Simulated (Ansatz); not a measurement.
Crystal: TiAl.

```xyz
2
Lattice="2.8673 0.0000 0.0000 -1.4336 2.4831 0.0000 0.0000 0.0000 4.6781" Properties=species:S:1:pos:R:3 pbc="T T T"
Ti    0.0000    0.0000    0.0000
Al    0.0000    1.6554    2.3390
```

The cell comes from a database or a generator and needn't be the stable form of this composition.

```yaml
Program: Ansatz 0.2.0
Task: relaxation of cell and atoms
Functional: PBEsol
Dispersion: D4
Potentials_or_basis: Ansatz PAW
Cutoff: "420 eV (not typed: the program's choice for these potentials)"
k_mesh: 11 × 11 × 6
Occupations: fermi-dirac, width 0.05 eV
Spin: no spin polarisation
```

At the start: volume 16.65 Å³/atom.

Problem. How do energy, volume and symmetry change on relaxing?

Solution. It ends after 5 steps and the volume is 16.01 Å³/atom (-3.9 %); space group P-6m2 (No. 187, to 0.05 Å).

The path:
```
step  energy change (eV)  largest force (eV/Å)  volume (Å³)
   1              0.0000                0.0000        33.31
   2             -0.0072                0.0000        31.04
   3             -0.0192                0.0000        32.07
   4             -0.0193                0.0000        32.01
   5             -0.0190                0.0000        32.01
```

Final structure:
```cif
data_structure
_symmetry_space_group_name_H-M 'P 1'
_symmetry_Int_Tables_number 1
_cell_length_a 2.8361
_cell_length_b 2.8361
_cell_length_c 4.5957
_cell_angle_alpha 90.000
_cell_angle_beta 90.000
_cell_angle_gamma 120.000
_cell_volume 32.01
loop_
_atom_site_label
_atom_site_type_symbol
_atom_site_fract_x
_atom_site_fract_y
_atom_site_fract_z
_atom_site_occupancy
Ti1 Ti 0.00000 0.00000 0.00000 1
Al1 Al 0.33333 0.66667 0.50000 1
```

Caveat: the plane-wave basis is chosen anew once the cell has moved, so the energies of steps on either side of that aren't comparable; pairwise dispersion overbinds metals, which lowers pressure and volume; the PAW data sets come from PBE, with cores solved anew for the run's functional, which leaves a small shift of forces and pressure.
